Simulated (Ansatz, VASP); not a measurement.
**One calculation of Pd, two programs**

File INCAR:

```
  AGGAC = 1.0
  AGGAX = 1.0
  ALDAC = 0.0
  ALDAX = 1.0
  ALGO = Normal
  EDIFF = 1E-6
  ENCUT = 520
  GGA = B5
  ISIF = 2
  ISMEAR = -1
  LASPH = T
  LCHARG = F
  LREAL = F
  LWAVE = F
  NBANDS = 17
  NELM = 100
  PREC = Accurate
  SIGMA = 0.1
```

The input KPOINTS:

```
k-points
0
Gamma
  10 10 10
```

File POSCAR:

```
Pd
1.0
    0.0000000000      2.8431660493      2.8431660493
    2.8431660493      0.0000000000      2.8431660493
    2.8431660493      2.8431660493      0.0000000000
Pd
2
Direct
    0.1250000000      0.1250000000      0.1250000000
    0.8750000000      0.8750000000      0.8750000000
```

Input for Ansatz:

```yaml
crystal:
  lattice:
    - [0.0, 2.8431660493, 2.8431660493]
    - [2.8431660493, 0.0, 2.8431660493]
    - [2.8431660493, 2.8431660493, 0.0]
  atoms:
    - { symbol: Pd, position: [0.125, 0.125, 0.125] }
    - { symbol: Pd, position: [0.875, 0.875, 0.875] }
hamiltonian:
  xc: blyp
  pseudopotentials:
    kind: paw
    azcp:
      Pd: "pseudopotentials/Pd.paw.azcp"
basis:
  ecutwfc: 420
  fft_grid_basis: typed
kpoints:
  mp_grid: { grid: [10, 10, 10], shift: [0, 0, 0] }
magnetization:
  spin_polarized: false
scf:
  occupations: { method: fermi_dirac, width: 0.1 }
  lower_state_search: "off"
output:
  stress: true
  write_density: true
  write_potential: true
  elf: true
  volumetric_format: npy
```

Alike in both runs: task single point; functional BLYP; k mesh 10 × 10 × 10; occupations fermi-dirac, width 0.1 eV; no spin polarisation.

```csv
,VASP,Ansatz
version,VASP 6.6.1,Ansatz 0.2.0
potentials or method,"VASP PAW PBE potentials, release 64 (Pd)","plane waves (420 eV) with PAW, scalar-relativistic"
plane-wave cutoff (eV),520,420
valence electrons in the cell,20,36
```

```csv
,VASP,Ansatz,Ansatz less VASP
pressure (GPa),9.9,10.0,+0.06
```

The two sets of potentials don't hold the same shells in valence.

Caveats: the PAW data sets were made with another functional, which shifts forces and pressure a little (VASP).
